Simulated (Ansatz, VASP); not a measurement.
**One calculation of Ru, two programs**

```
Ru
1.0
     2.70580    0.00000    0.00000
    -1.35290    2.34329    0.00000
     0.00000    0.00000    4.28190
Ru
2
Direct
  0.66667 0.33333 0.75000
  0.33333 0.66667 0.25000
```

Alike in both runs: task single point; functional PBE; k mesh 11 × 11 × 6; occupations gaussian, width 0.022 eV; no spin polarisation.

```csv
,VASP,Ansatz
version,VASP 6.6.1,Ansatz 0.2.0
potentials or method,"VASP PAW PBE potentials, release 64 (Ru_pv), cutoff 520 eV","all-electron LAPW, scalar-relativistic"
```

VASP gave:

| Property | Result |
| --- | --- |
| gap on the k mesh at the Fermi level (eV) | none |
| pressure (GPa) | 4.4 |
| largest component of the traceless stress (GPa) | 0.07 |

What did Ansatz give for the same quantities?

gap on the k mesh at the Fermi level (eV): none; pressure (GPa): 4.4; largest component of the traceless stress (GPa): 0.14.

A gap of «none» marks a metal or a gap that the smearing closes. Ansatz ran all-electron here, so the differences hold the error of VASP's frozen core and of both bases.
